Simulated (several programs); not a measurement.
**What each method gives for SnS2 (CdI2 type)**

Measured values to be reproduced:
- volume: 22.61 Å³ an atom (from the lattice constants; a; 300 K; “Chemical bonding origin of the unexpected isotropic physical properties in thermoelectric Mg3Sb2 and related materials”; literature value quoted from an earlier work; 2018; pmc:6226478)

SnS2 in the CdI2 structure, relaxed with r2SCAN+rVV10 in Ansatz, was computed with several methods. The symmetry is P-3m1 (No. 164, trigonal); a = 3.661 Å, c = 5.962 Å in the conventional setting, 23.06 Å³ an atom. Around Sn lie 6 S at 2.57 Å; around S lie 3 Sn at 2.57 Å. Spin-unpolarised throughout.

```
Sn S
1.0
     3.66075    0.00000    0.00000
    -1.83038    3.17031    0.00000
     0.00000    0.00000    5.96178
Sn S
1 2
Direct
  0.00000 0.00000 0.00000
  0.33333 0.66667 0.24559
  0.66667 0.33333 0.75441
```

Gaps and times are for a single point on this cell; volume and bulk modulus come from each method's own relaxation or energy curve at fixed shape, which is too stiff where a cell has free coordinates or axes. Times are rough, from shared hosts (AMD EPYC 7R43 64-Core Processor; Arm Neoverse V1; Intel Xeon 6975P-C), and each method has its own mesh and cell size. A double dagger marks a value from a curve with shape and coordinates held. A star marks a curve whose lowest point is an end point. PM6 (MOPAC), PM7 (MOPAC), GFN1-xTB (tblite), GFN2-xTB (tblite) treat a cluster of cells at its zone centre, which samples few k points: where these miss a band edge, the gap comes out too large for that reason alone. Gaps from k meshes are read at a limited set of points (mesh, symmetry points, PBE's band edges), so each method's own least gap may be somewhat smaller. xTB and the PM methods were fitted mostly to molecules, and can miss a solid's gap by electronvolts. Minimal bases can be far off for gaps. Times of the plane-wave ladder aren't listed, since it ran on unlike processors and cards. Curves at held shape can't give the bulk modulus of a layered or molecular crystal, so none is listed. GLLB-SC's gap includes the derivative discontinuity. G0W0 is at finite bands, cutoff and mesh. d marks a direct gap, i an indirect one (no mark: not told apart), a dash a value that wasn't computed or didn't pass its checks.

```tsv
method	kind	gap (eV)	own volume (Å³/atom)	bulk modulus (GPa)	atoms computed	processor time
PBE-D3(BJ)	semilocal	–	22.57	–	3	–
r2SCAN+rVV10	semilocal	–	23.06	–	3	–
PBE-D4	semilocal	–	22.53	–	3	–
light PBE (260 eV and a coarse mesh)	light plane-wave	1.42 i	–	–	3	1.3 s
GFN1-xTB (tblite)	tight binding	1.56	20.85*‡	–	cluster	5.2 s
LDA	semilocal	1.24 i	–	–	3	–
PBE	semilocal	1.43 i	–	–	3	–
PM7 (MOPAC)	semi-empirical	6.61	23.16‡	–	cluster	11 s
PM6 (MOPAC)	semi-empirical	6.11	–	–	cluster	15 s
PBE/SZV (CP2K)	small basis	1.62 i	24.75‡	–	3	16 s
r2SCAN	semilocal	1.75 i	–	–	3	–
GFN2-xTB (tblite)	tight binding	0.92	23.49‡	–	cluster	19 s
PBE/single zeta (GPAW)	small basis	1.20 d	–	–	3	25 s
PBE/DZVP (CP2K)	small basis	1.32 i	24.50‡	–	3	31 s
GLLB-SC (GPAW)	model potential	2.66	–	–	3	45 s
PBE+SOC	semilocal	1.43 i	–	–	3	–
G0W0@r2SCAN (180 eV screening cutoff)	many-body	2.49	–	–	3	–
G0W0@LDA (140 eV screening cutoff)	many-body	2.17	–	–	3	–
G0W0@PBE (260 eV screening cutoff)	many-body	2.28	–	–	3	–
G0W0@HSE06 (180 eV screening cutoff)	many-body	2.70	–	–	3	–
G0W0@PBE0 (180 eV screening cutoff)	many-body	2.89	–	–	3	–
PBE0	hybrid	3.01 i	–	–	3	–
HSE06	hybrid	2.32 i	–	–	3	–
Hartree-Fock	exact exchange	8.31 i	–	–	3	–
r2SCAN0	hybrid	3.21 i	–	–	3	–
DDH-PBE0	hybrid	2.27 i	–	–	3	–
HSE06+SOC	hybrid	2.32 i	–	–	3	–
```

Against HSE06 (2.32 eV) and with closed or daggered gaps left aside, the nearest gap at the points sampled is that of HSE06+SOC (0.00 eV) and the farthest that of Hartree-Fock (+5.99 eV). HSE06 is only a yardstick of convenience, and nearness to it can be luck.

Comparison with experiment:
- Volume, measured 22.61 Å³ an atom: PBE-D3(BJ) -0.2 %, r2SCAN+rVV10 +2.0 %, PBE-D4 -0.3 %.
The calculations are for a static lattice; samples hold vibrations, temperature and, in optical gaps, excitons. A measured value is shown where most reports agree with it, and only for the quantities listed.

Only the rows marked +SOC include spin-orbit coupling.
